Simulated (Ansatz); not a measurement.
Here is an Ansatz 0.2.0 calculation.

File input.yaml:

```yaml
crystal:
  lattice:
    - [2.5539396017, 0.0, 0.0]
    - [-1.2769698009, 2.2117765748, 0.0]
    - [0.0, 0.0, 4.226855]
  atoms:
    - { symbol: "N", position: [0.3333333333, 0.6666666667, 0.125276] }
    - { symbol: "N", position: [0.6666666667, 0.3333333333, 0.625276] }
    - { symbol: B, position: [0.3333333333, 0.6666666667, 0.499724] }
    - { symbol: B, position: [0.6666666667, 0.3333333333, 0.999724] }
hamiltonian:
  xc: lda
  pseudopotentials: { kind: paw }
kpoints:
  mp_grid: { grid: [9, 9, 5] }
scf:
  occupations: { method: fermi_dirac, width: 0.05 }
output:
  forces: true
  stress: true
  eigenvalues: true
relax:
  f_tol: 0.01
  max_steps: 40
  cell: { stress_tol: 0.05, p_target: 2.0 }
```

Potentials or basis: Ansatz PAW.

Run with:

```console
$ ansatz run input.yaml --threads 2 --pin off --max-ram 5632MiB --backend cpu --events-out ev --progress --plain --runs-dir out
```

Problem. Predict the relaxed volume.

Solution. 5.73 Å³/atom.

Problem. Predict the space group after relaxing (to 0.05 Å).

Solution. P6_3mc (No. 186).

Problem. Predict the relaxed cell.

Solution. a = 2.519 Å, b = 2.519 Å, c = 4.168 Å, α = 90.00°, β = 90.00°, γ = 120.00°.

Problem. Estimate the band gap on the k mesh.

Solution. 4.92 eV, indirect (least direct gap 8.31 eV).

Final structure:
```yaml
crystal:
  lattice:
    - [2.51906, 0.00000, 0.00000]
    - [-1.25953, 2.18157, 0.00000]
    - [0.00000, 0.00000, 4.16840]
  atoms:
    - { symbol: N, position: [0.33333, 0.66667, 0.12532] }
    - { symbol: N, position: [0.66667, 0.33333, 0.62532] }
    - { symbol: B, position: [0.33333, 0.66667, 0.49968] }
    - { symbol: B, position: [0.66667, 0.33333, 0.99968] }
```

Caveat: odd divisions of the mesh miss points on the zone boundary, where band edges often lie, so the gap on the mesh can be too wide; the plane-wave basis is chosen anew once the cell has moved, so the energies of steps on either side of that aren't comparable; the pressure holds a Pulay correction of +1.4 GPa for the finite cutoff; the PAW data sets come from PBE, with cores solved anew for the run's functional, which leaves a small shift of forces and pressure. A k mesh can miss the band edges.
